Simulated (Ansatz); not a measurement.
**NaHF2: a single-point run**

The task is a single-point run on NaHF2. The structure is shown as the input types it.

Computed with Ansatz 0.2.0 (density functional or hybrid calculation with the settings of its input, plane waves (as first typed), unless a step's input says otherwise).

1 further run of the same task is left out (it didn't finish).

### Step 1. The system as given

The structure is trigonal, space group R-3m (No. 166). Conventional cell: a = 3.395 Å, b = 3.395 Å, c = 13.708 Å, α = 90.00°, β = 90.00°, γ = 120.00°. Na (site symmetry -3m) has 6 F at 2.27 Å as nearest neighbours. H (site symmetry -3m) has 2 F at 1.13 Å as nearest neighbours. Around F (site symmetry 3m) lie 1 H at 1.13 Å.

Structure file:

```
Na H F
1.0
     1.69772    0.98018    4.56924
    -1.69772    0.98018    4.56924
     0.00000   -1.96035    4.56924
Na H F
1 1 2
Direct
  0.00000 0.00000 0.00000
  0.50000 0.50000 0.50000
  0.41724 0.41724 0.41724
  0.58276 0.58276 0.58276
```

### Step 2. The calculation

The input, input.yaml:

```yaml
crystal:
  lattice:
    - [1.6977160689, 0.9801768294, 4.569238923]
    - [-1.6977160689, 0.9801768294, 4.569238923]
    - [0.0, -1.9603536588, 4.569238923]
  atoms:
    - { symbol: Na, position: [0.0, 0.0, 0.0] }
    - { symbol: H, position: [0.5, 0.5, 0.5] }
    - { symbol: F, position: [0.4172389339, 0.4172389339, 0.4172389339] }
    - { symbol: F, position: [0.5827610661, 0.5827610661, 0.5827610661] }
kpoints:
  mp_grid: { grid: [1, 1, 1] }
hamiltonian:
  xc: pbesol
scf:
  occupations: { method: fixed }
  n_extra_bands: 5
output:
  forces: true
  stress: true
  eigenvalues: true
```

The run is started by

```bash
$ ansatz run input.yaml --threads 4 --pin off --max-ram 3686MiB --backend cpu --events-out ev --progress --plain --runs-dir out
```

What happens when this is run?

The run converged and reported no error. It gives a pressure of 16 GPa, which is large; a structure far from rest gives such values too, whatever the setting.

Look at the input: kpoints.mp_grid.grid is [1, 1, 1]. One k-point can't sample the Brillouin zone of so small a cell.

The test: set kpoints.mp_grid.grid to [6, 6, 6].
